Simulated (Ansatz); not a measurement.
# Si: the cost of one run

Method: DFT r2SCAN, scalar-relativistic, plane waves, PAW, in Ansatz 0.2.0.

## 1. Starting point

It takes space group I4_1/amd (No. 141, tetragonal). Conventional cell: a = 4.802 Å, b = 4.802 Å, c = 2.645 Å, α = 90.00°, β = 90.00°, γ = 90.00°. Si (site symmetry -4m2) is surrounded by 6 Si at 2.49 to 2.64 Å.

Coordinates:

```cif
data_structure
_symmetry_space_group_name_H-M 'I4_1/amd:1'
_symmetry_Int_Tables_number 141
_cell_length_a 4.8024
_cell_length_b 4.8024
_cell_length_c 2.6447
_cell_angle_alpha 90.000
_cell_angle_beta 90.000
_cell_angle_gamma 90.000
_cell_volume 61.00
loop_
_atom_site_label
_atom_site_type_symbol
_atom_site_symmetry_multiplicity
_atom_site_Wyckoff_symbol
_atom_site_fract_x
_atom_site_fract_y
_atom_site_fract_z
_atom_site_occupancy
Si1 Si 4 b 0.00000 0.50000 0.75000 1
```

It goes back to an entry of the Materials Project, which need not be the stable form.

This cell was relaxed beforehand with the same method: volume 15.25 Å³/atom, gap on the mesh none (metal).

## 2. The reference cell

Reference values: F = -1277.2831 eV; pressure -0.11 GPa; largest force 0.000 eV/Å; gap on the mesh none (metal). It was computed beforehand with the settings of the runs below.

## 3. Breaking the symmetry

All atoms moved at random, sigma 0.15 Å a component, cell strained at random, sigma 0.1. Displacements in the unstrained cell, with the mean shift removed:

| atom | ux (Å) | uy (Å) | uz (Å) |
| --- | --- | --- | --- |
| Si1 | 0.031 | 0.113 | -0.049 |
| Si2 | -0.031 | -0.113 | 0.049 |

Strain (xx, yy, zz, yz, xz, xy; engineering shear): (0.0270, 0.0524, -0.0243, 0.1190, -0.1950, -0.0381).

## 4. Single point of the disturbed structure

input.yaml reads:

```yaml
crystal:
  lattice:
    - [-2.6407432639, 2.651454598, 1.667189515]
    - [2.3828352204, -2.4941389516, 0.9132141959]
    - [2.5493614906, 2.4027571784, -1.3815311637]
  atoms:
    - { symbol: Si, position: [0.2551224086, 0.7379618224, 0.5299083115] }
    - { symbol: Si, position: [0.4948775914, 0.5120381776, -0.0299083115] }
basis:
  ecutwfc: 500
kpoints:
  mp_grid: { grid: [14, 14, 14] }
hamiltonian:
  xc: r2scan
scf:
  occupations: { method: gaussian, width: 0.15 }
output:
  forces: true
  stress: true
  eigenvalues: true
```

Run with:

```
ansatz run input.yaml --threads 1 --pin off --max-ram 2560MiB --backend cpu --events-out ev --progress --plain --runs-dir out
```

What time and memory should one allow on 1 thread of Oxide Virtual Turin-like (Zen 5), shared host?

About 40 s, with a peak of 0.87 GiB.
